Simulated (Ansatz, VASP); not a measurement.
**Two plane-wave programs on PbF2**

```
CELL_PARAMETERS angstrom
0.00000 2.92194 3.06804
2.92194 0.00000 3.06804
2.92194 2.92194 0.00000
ATOMIC_POSITIONS crystal
Pb 0.00000 0.00000 0.00000
F 0.25000 0.25000 0.25000
F 0.75000 0.75000 0.75000
```

Alike in both runs: task single point; functional r2SCAN; k mesh 8 × 8 × 8; occupations gaussian, width 0.05 eV; no spin polarisation.

|  | VASP | Ansatz |
| --- | --- | --- |
| version | VASP 6.6.1 | Ansatz 0.2.0 |
| potentials or method | VASP PAW PBE potentials, release 64 (Pb_d, F) | scalar-relativistic, plane waves, PAW |
| plane-wave cutoff (eV) | 520 | 500 |
| valence electrons in the cell | 28 | 28 |

```tsv
	VASP	Ansatz	Ansatz less VASP
gap on the k mesh at the Fermi level (eV)	4.79	4.79	0.000
least direct gap on the mesh (eV)	5.02	5.02	-0.002
pressure (GPa)	-0.9	-0.8	+0.10
largest component of the traceless stress (GPa)	1.80	1.80	+0.007
```

Caveats: the PAW data sets were made with another functional, which shifts forces and pressure a little (VASP); spin-orbit coupling is left out, which as a rule narrows the gap of such compounds by several tenths of an eV. r2SCAN opens gaps a little over a GGA but as a rule still falls short of measured ones. A k mesh can miss the band edges.
